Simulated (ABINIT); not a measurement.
# InAs (F-43m) in ABINIT: reference runs, part 2 of 2

ABINIT 10.8.3 (patched build). Earlier steps stand in the parts before.

### Step 5. Equation of state, PBE

The input, run.abi:

```
# Datasets: one volume each
ndtset 7
getwfk -1
scalecart1 3*0.9795861087
scalecart2 3*0.9864848297
scalecart3 3*0.9932883884
scalecart4 3*1.0000000000
scalecart5 3*1.0066227096
scalecart6 3*1.0131594038
scalecart7 3*1.0196128224

# Pseudopotentials
pp_dirpath "./"
pseudos "In.GGA_PBE-JTH.xml, As.GGA_PBE-JTH.xml"

# Structure
acell 3*1.0 Angstrom
rprim
     0.0000000000     3.0180000000     3.0180000000
     3.0180000000     0.0000000000     3.0180000000
     3.0180000000     3.0180000000     0.0000000000
ntypat 2
znucl 49 33
natom 2
typat 1 2
xred
     0.0000000000     0.0000000000     0.0000000000
     0.7500000000     0.7500000000     0.7500000000

# Plane-wave basis
ecut 22.0
pawecutdg 44.0

# k points
kptopt 1
ngkpt 8 8 8
nshiftk 1
shiftk 0.0 0.0 0.0

# Exchange and correlation
ixc 11

# Bands and occupations
nband 18
occopt 3
tsmear 0.00183747

# SCF cycle
nstep 100
tolvrs 1.0e-9

# Output
iomode 3
prtwf 1
prtden 0
prteig 0
prtebands 0
enunit 2
```

Potentials or basis: JTH PAW PBE v2.0.

On the command line:

```bash
$ abinit run.abi > log 2>&1
```

run.abo:

```text
.Version 10.8.3 of ABINIT
 DATASET    1 : space group F-4 3 m (#216); Bravais cF (face-center cubic)
================================================================================
 Values of the parameters that define the memory need for DATASET  1.
     intxc =       0    ionmov =       0      iscf =      17    lmnmax =      18
     lnmax =       6     mgfft =      36  mpssoang =       3    mqgrid =    3001
     natom =       2  nloc_mem =       2    nspden =       1   nspinor =       1
    nsppol =       1      nsym =      24    n1xccc =       1    ntypat =       2
    occopt =       3   xclevel =       2
       mpw =        1747          nfft =       46656          nkpt =          29
 PAW method is used; the additional fine FFT grid is defined by:
   mgfftf=        48    nfftf =    110592
================================================================================
================================================================================
[... 71 lines left out ...]
 DATASET    7 : space group F-4 3 m (#216); Bravais cF (face-center cubic)
================================================================================
 Values of the parameters that define the memory need for DATASET  7.
     intxc =       0    ionmov =       0      iscf =      17    lmnmax =      18
     lnmax =       6     mgfft =      36  mpssoang =       3    mqgrid =    3001
     natom =       2  nloc_mem =       2    nspden =       1   nspinor =       1
    nsppol =       1      nsym =      24    n1xccc =       1    ntypat =       2
    occopt =       3   xclevel =       2
       mpw =        1964          nfft =       46656          nkpt =          29
 PAW method is used; the additional fine FFT grid is defined by:
   mgfftf=        50    nfftf =    125000
================================================================================
================================================================================

--------------------------------------------------------------------------------
------------- Echo of variables that govern the present computation ------------
--------------------------------------------------------------------------------
 -outvars: echo values of preprocessed input variables --------
            acell      1.8897261259E+00  1.8897261259E+00  1.8897261259E+00 Bohr
              amu      1.14820000E+02  7.49215900E+01
             ecut      2.20000000E+01 Hartree
           enunit           2
           getwfk          -1
              ixc          11
           jdtset        1    2    3    4    5    6    7
         kptrlatt        8    0    0      0    8    0      0    0    8
          kptrlen1     6.32070768E+01
          kptrlen2     6.36522117E+01
          kptrlen3     6.40912064E+01
          kptrlen4     6.45242682E+01
          kptrlen5     6.49515937E+01
          kptrlen6     6.53733691E+01
          kptrlen7     6.57897712E+01
            natom           2
            nband          18
           ndtset           7
            ngfft          36      36      36
          ngfftdg1         48      48      48
          ngfftdg2         48      48      48
          ngfftdg3         48      48      48
          ngfftdg4         50      50      50
          ngfftdg5         50      50      50
          ngfftdg6         50      50      50
          ngfftdg7         50      50      50
             nkpt          29
            nstep         100
             nsym          24
           ntypat           2
           occopt           3
        pawecutdg      4.40000000E+01 Hartree
[... 38 lines left out ...]
           xangst5     0.0000000000E+00  0.0000000000E+00  0.0000000000E+00
                       4.5569810064E+00  4.5569810064E+00  4.5569810064E+00
           xangst6     0.0000000000E+00  0.0000000000E+00  0.0000000000E+00
                       4.5865726210E+00  4.5865726210E+00  4.5865726210E+00
           xangst7     0.0000000000E+00  0.0000000000E+00  0.0000000000E+00
                       4.6157872470E+00  4.6157872470E+00  4.6157872470E+00
            xcart1     0.0000000000E+00  0.0000000000E+00  0.0000000000E+00
                       8.3801536153E+00  8.3801536153E+00  8.3801536153E+00
            xcart2     0.0000000000E+00  0.0000000000E+00  0.0000000000E+00
                       8.4391707259E+00  8.4391707259E+00  8.4391707259E+00
            xcart3     0.0000000000E+00  0.0000000000E+00  0.0000000000E+00
                       8.4973737430E+00  8.4973737430E+00  8.4973737430E+00
            xcart4     0.0000000000E+00  0.0000000000E+00  0.0000000000E+00
                       8.5547901720E+00  8.5547901720E+00  8.5547901720E+00
            xcart5     0.0000000000E+00  0.0000000000E+00  0.0000000000E+00
                       8.6114460630E+00  8.6114460630E+00  8.6114460630E+00
            xcart6     0.0000000000E+00  0.0000000000E+00  0.0000000000E+00
                       8.6673661103E+00  8.6673661103E+00  8.6673661103E+00
            xcart7     0.0000000000E+00  0.0000000000E+00  0.0000000000E+00
                       8.7225737523E+00  8.7225737523E+00  8.7225737523E+00
             xred      0.0000000000E+00  0.0000000000E+00  0.0000000000E+00
                       7.5000000000E-01  7.5000000000E-01  7.5000000000E-01
            znucl       49.00000   33.00000

================================================================================

 chkinp: Checking input parameters for consistency, jdtset=   1.

 chkinp: Checking input parameters for consistency, jdtset=   2.
[... 40 lines left out ...]
 getcut: wavevector=  0.0000  0.0000  0.0000  ngfft=  48  48  48
         ecut(hartree)=     44.000   => boxcut(ratio)=   2.03458

--- Pseudopotential description ------------------------------------------------
- pspini: atom type   1  psp file is ./In.GGA_PBE-JTH.xml
 Pseudopotential format is: paw10
 basis_size (lnmax)=  6 (lmn_size= 18), orbitals=   0   0   1   1   2   2
 Spheres core radius: rc_sph= 2.50644782
 Shapefunction is BESSEL type: shapef(r,l)=aa(1,l)*jl(q(1,l)*r)+aa(2,l)*jl(q(2,l)*r)
 Radius for shape functions =  1.40569481
 Compensation charge density is not taken into account in XC energy/potential

- pspini: atom type   2  psp file is ./As.GGA_PBE-JTH.xml
 Pseudopotential format is: paw10
 basis_size (lnmax)=  6 (lmn_size= 18), orbitals=   0   0   1   1   2   2
 Spheres core radius: rc_sph= 2.10391912
 Shapefunction is BESSEL type: shapef(r,l)=aa(1,l)*jl(q(1,l)*r)+aa(2,l)*jl(q(2,l)*r)
 Radius for shape functions =  1.70360438
 Compensation charge density is not taken into account in XC energy/potential

   1.37430372E+03                                ecore*ucvol(ha*bohr**3)
--------------------------------------------------------------------------------

[... 1313 lines left out ...]
-Cartesian components of stress tensor (GPa)         [Pressure=  7.9591E-01 GPa]
- sigma(1 1)= -7.95905853E-01  sigma(3 2)=  0.00000000E+00
- sigma(2 2)= -7.95905853E-01  sigma(3 1)=  0.00000000E+00
- sigma(3 3)= -7.95905853E-01  sigma(2 1)=  0.00000000E+00

== END DATASET(S) ==============================================================
================================================================================

 -outvars: echo values of variables after computation  --------
            acell      1.8897261259E+00  1.8897261259E+00  1.8897261259E+00 Bohr
           etotal1    -1.7191935442E+02
           etotal2    -1.7192143248E+02
           etotal3    -1.7192308978E+02
           etotal4    -1.7192435070E+02
           etotal5    -1.7192528490E+02
           etotal6    -1.7192590790E+02
           etotal7    -1.7192625118E+02
            fcart1     1.2049205838E-29  1.2049205838E-29 -3.6147617515E-29
                      -1.2049205838E-29 -1.2049205838E-29  3.6147617515E-29
            fcart2    -3.7390446566E-31 -3.7390446566E-31  1.1217133970E-30
                       3.7390446566E-31  3.7390446566E-31 -1.1217133970E-30
            fcart3     2.4322992423E-29  2.3951649027E-29 -7.2597633873E-29
                      -2.4322992423E-29 -2.3951649027E-29  7.2597633873E-29
            fcart4    -0.0000000000E+00 -0.0000000000E+00 -0.0000000000E+00
                      -0.0000000000E+00 -0.0000000000E+00 -0.0000000000E+00
            fcart5    -2.3084734743E-29 -2.3451159104E-29  6.9987052950E-29
                       2.3084734743E-29  2.3451159104E-29 -6.9987052950E-29
[... 38 lines left out ...]
                       0.0000000000E+00  0.0000000000E+00  0.0000000000E+00
           xangst1     0.0000000000E+00  0.0000000000E+00  0.0000000000E+00
                       4.4345863141E+00  4.4345863141E+00  4.4345863141E+00
           xangst2     0.0000000000E+00  0.0000000000E+00  0.0000000000E+00
                       4.4658168241E+00  4.4658168241E+00  4.4658168241E+00
           xangst3     0.0000000000E+00  0.0000000000E+00  0.0000000000E+00
                       4.4966165343E+00  4.4966165343E+00  4.4966165343E+00
           xangst4     0.0000000000E+00  0.0000000000E+00  0.0000000000E+00
                       4.5270000000E+00  4.5270000000E+00  4.5270000000E+00
           xangst5     0.0000000000E+00  0.0000000000E+00  0.0000000000E+00
                       4.5569810064E+00  4.5569810064E+00  4.5569810064E+00
           xangst6     0.0000000000E+00  0.0000000000E+00  0.0000000000E+00
                       4.5865726210E+00  4.5865726210E+00  4.5865726210E+00
           xangst7     0.0000000000E+00  0.0000000000E+00  0.0000000000E+00
                       4.6157872470E+00  4.6157872470E+00  4.6157872470E+00
             xred      0.0000000000E+00  0.0000000000E+00  0.0000000000E+00
                       7.5000000000E-01  7.5000000000E-01  7.5000000000E-01
 Calculation completed.
```

Run time: 2.1 min. Hardware: 1 thread of Intel Xeon 6975P-C (Granite Rapids), shared host; peak memory 0.17 GiB.

Results:

```yaml
Equilibrium_volume: "29.65 Å³/atom (rough: see the caveat)"
Bulk_modulus: 48 GPa (rough)
```

Energy against volume, from the lowest point:
```
volume (Å³/atom)  energy (meV/atom)
          25.840              93.84
          26.389              65.56
          26.939              43.01
          27.489              25.86
          28.039              13.15
          28.588               4.67
          29.138               0.00
```

Caveat: pressures at fixed basis lie under the slope of the energies; the minimum lies outside the volumes run.

### Step 6. The runs side by side

```tsv
task	cell	gap on the mesh (eV)	pressure (GPa)
single point	as given	none	4.3
single point	atoms moved at random, drawn with an rms of 0.05 Å	none	4.3
equation of state	as given	-	-
```

Alike in all rows: level PBE; potentials or basis JTH PAW PBE v2.0; no spin polarisation; k mesh 8 × 8 × 8; cutoff (eV) 599; smearing fermi-dirac 0.05 eV.

Caveats: this crystal is a semiconductor, whose small gap the functional closes, so the metal is an error of the method (some runs); pressures at fixed basis lie under the slope of the energies (some runs); the minimum lies outside the volumes run (some runs).

Absolute energies hang on the potentials; compare differences alone.

### Step 7. Against experiment

Step 2. A measured gap of InAs is 0.418 eV (direct; 4.2 K; a printed reference work, data compilation); the calculated 0.00 eV misses it by -0.42 eV. Spin-orbit coupling on As, In is left out. The value is that of PBE on a finite k mesh, which can miss the band edges, without temperature or zero-point motion. Semilocal functionals fall short of measured gaps as a rule.

Step 3. Measured gap of InAs: 0.418 eV (direct; 4.2 K; a printed reference work, data compilation). This calculation gives 0.00 eV (-0.42 eV). Spin-orbit coupling on As, In is left out. The value is that of PBE on a finite k mesh, which can miss the band edges, without temperature or zero-point motion. Semilocal functionals fall short of measured gaps as a rule.
